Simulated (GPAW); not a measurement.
Au:

```
Au
1.0
     0.00000    2.03500    2.03500
     2.03500    0.00000    2.03500
     2.03500    2.03500    0.00000
Au
1
Cartesian
  0.0000 0.0000 0.0000
```

Base run:

- Program: GPAW 26.7.0
- Functional: TPSS
- Potentials or basis: GPAW PAW data sets (gpaw-data 1.2.1)
- Cutoff: 600 eV
- Basis: pw
- k mesh: 11 × 11 × 11
- Occupations: fermi-dirac, width 0.05 eV
- Spin: spin-orbit coupling, no magnetisation

Its results: pressure 7.4 GPa.

Task: The run is repeated on the same cell with these changes: functional from TPSS to TASK; band points from 60 to 80. What comes out?

Result: Pressure 13.0 GPa.

Caveats: with this Au data set, volumes or pressures lay over 1.5 % or 2 GPa off other programs in two to four cells of ten; spin-orbit coupling was added after a scalar SCF, so levels and gaps hold it while energy, forces, pressure and moments don't; the PAW data sets were made with another functional, which shifts forces and pressure a little.
